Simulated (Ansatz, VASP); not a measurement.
## Two plane-wave programs on MgO

The input INCAR:

```
SYSTEM = MgO
PREC     = Accurate       ! precision mode
ENCUT    = 520            ! plane-wave cutoff, eV
EDIFF    = 1E-6           ! SCF threshold, eV
ISMEAR   = 0              ! smearing method
SIGMA    = 0.05           ! smearing width, eV
LREAL    = .False.        ! projectors in reciprocal space
LASPH    = .True.         ! aspherical terms in the spheres
NELM     = 100            ! most SCF steps
ALGO     = Normal         ! electronic algorithm
ISIF     = 2              ! what is computed and relaxed
LWAVE    = .False.        ! write WAVECAR
LCHARG   = .False.        ! write CHGCAR
GGA      = PS             ! functional
NBANDS   = 11             ! bands
```

File KPOINTS:

```
Automatic mesh
0
Gamma
  9 9 8
  0 0 0
```

Contents of POSCAR:

```
MgO
1.0
    3.3787240389      0.0000000000      0.0000000000
   -1.6893620195      2.9260608501      0.0000000000
    0.0000000000      0.0000000000      2.6796800000
Mg O
1 1
Direct
    0.0000000000      0.0000000000      0.0000000000
    0.3333333333      0.6666666667      0.5000000000
```

Input for Ansatz:

```yaml
crystal:
  lattice:
    - [3.3787240389, 0.0, 0.0]
    - [-1.6893620195, 2.9260608501, 0.0]
    - [0.0, 0.0, 2.67968]
  atoms:
    - { symbol: Mg, position: [0.0, 0.0, 0.0] }
    - { symbol: O, position: [0.3333333333, 0.6666666667, 0.5] }
basis:
  ecutwfc: 420
kpoints:
  mp_grid: { grid: [9, 9, 8] }
hamiltonian:
  xc: pbesol
scf:
  occupations: { method: gaussian, width: 0.05 }
output:
  forces: true
  stress: true
  eigenvalues: true
```

Change from the starting cell: strain +0.1500 x Voigt [1, 1, 0, 0, 0, 0], atoms carried along.

Alike in both runs: task single point; functional PBEsol; k mesh 9 × 9 × 8; occupations gaussian, width 0.05 eV; no spin polarisation.

```csv
,VASP,Ansatz
version,VASP 6.6.1,Ansatz 0.2.0
potentials or method,"VASP PAW PBE potentials, release 64 (Mg, O)","scalar-relativistic, plane waves, PAW"
plane-wave cutoff (eV),520,420
valence electrons in the cell,8,16
```

VASP gave:

| Quantity | Value |
| --- | --- |
| gap on the k mesh at the Fermi level (eV) | 0.20 |
| least direct gap on the mesh (eV) | 0.36 |
| pressure (GPa) | -21.5 |
| largest component of the traceless stress (GPa) | 27.87 |

**Question.** What did Ansatz give for the same quantities?

**Answer.** gap on the k mesh at the Fermi level (eV): 0.21; least direct gap on the mesh (eV): 0.38; pressure (GPa): -21.1; largest component of the traceless stress (GPa): 27.82.

The two sets of potentials don't hold the same shells in valence.

Caveats: so large a pressure means that the cell lies far from this level's equilibrium, or that cutoff or potentials fall short (VASP); the potentials were made for another functional, which shifts forces and pressure (VASP); an odd mesh through Γ misses points on the zone boundary, where band edges often lie.
